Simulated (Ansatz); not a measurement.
## Na2S in Ansatz: the effect of exact exchange

The system is Na2S.

```
CELL_PARAMETERS angstrom
0.00000 3.27350 3.27350
3.27350 0.00000 3.27350
3.27350 3.27350 0.00000
ATOMIC_POSITIONS crystal
S 0.00000 0.00000 0.00000
Na 0.75000 0.75000 0.75000
Na 0.25000 0.25000 0.25000
```

Alike in all runs:

- Program: Ansatz 0.2.0
- Task: single point
- Functional: HSE06 form with a typed share of exact exchange
- Potentials or basis: Ansatz PAW
- Cutoff: 420 eV (not typed: the program's choice for these potentials)
- k mesh: 4 × 4 × 4
- Occupations: fermi-dirac, width 0.05 eV
- Spin: no spin polarisation

```csv
exact exchange,gap on the mesh (eV),pressure (GPa)
0.05,2.67,0.2
0.1,2.87,0.0
0.15,?,?
0.2,3.28,-0.2
0.25,3.49,-0.3
0.3,3.70,-0.4
0.4,4.12,-0.7
0.5,4.55,-0.9
```

Problem. What does the run with exact exchange 0.15 give?

Solution. gap on the mesh 3.07 eV; pressure -0.1 GPa.

Worked out: A straight line through the other rows of the gap on the mesh, of slope 4.18 eV per unit of exact exchange, gives 3.08 eV, against the run's 3.07. A straight line through the other rows of the pressure, of slope -2.39 GPa per unit of exact exchange, gives -0.1 GPa, against the run's -0.1.

Caveats: the PAW data sets come from PBE, with cores solved anew for the run's functional, which leaves a small shift of forces and pressure; the thresholds are loose for stress.

